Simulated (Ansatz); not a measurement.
Crystal: HfB2.

```xyz
3
Lattice="3.1400 0.0000 0.0000 -1.5700 2.7193 0.0000 0.0000 0.0000 3.4800" Properties=species:S:1:pos:R:3 pbc="T T T"
Hf    0.0000    0.0000    0.0000
B     1.5700    0.9064    1.7400
B     0.0000    1.8129    1.7400
```

```yaml
Program: Ansatz 0.2.0
Task: relaxation of cell and atoms
Functional: PBE
Potentials_or_basis: Ansatz PAW
Cutoff: "420 eV (not typed: the program's choice for these potentials)"
k_mesh: 10 × 10 × 8
Occupations: fermi-dirac, width 0.05 eV
Spin: no spin polarisation
Hubbard_terms: Hf d U = 6 eV
```

At the start: volume 9.90 Å³/atom.

Problem. How do energy, volume and symmetry change on relaxing?

Solution. It ends after 7 steps and the volume is 10.25 Å³/atom (+3.5 %); space group P6/mmm (No. 191, to 0.05 Å).

Step by step:
```tsv
step	energy change (eV)	largest force (eV/Å)	volume (Å³)
1	0.0000	0.0000	29.71
2	-0.0203	0.0000	31.18
3	-0.0304	0.0000	30.81
4	-0.0306	0.0000	30.74
5	-0.0320	0.0000	30.74
6	-0.0320	0.0000	30.75
7	-0.0320	0.0000	30.75
```

Final structure:
```xyz
3
Lattice="3.1539 0.0000 0.0000 -1.5769 2.7313 0.0000 0.0000 0.0000 3.5691" Properties=species:S:1:pos:R:3 pbc="T T T"
Hf    0.0000    0.0000    0.0000
B     1.5769    0.9104    1.7845
B     0.0000    1.8209    1.7845
```

Caveat: the plane-wave basis is chosen anew once the cell has moved, so the energies of steps on either side of that aren't comparable; U without spin polarisation on a metal has little footing; the U is typed as a test and isn't derived for this compound.
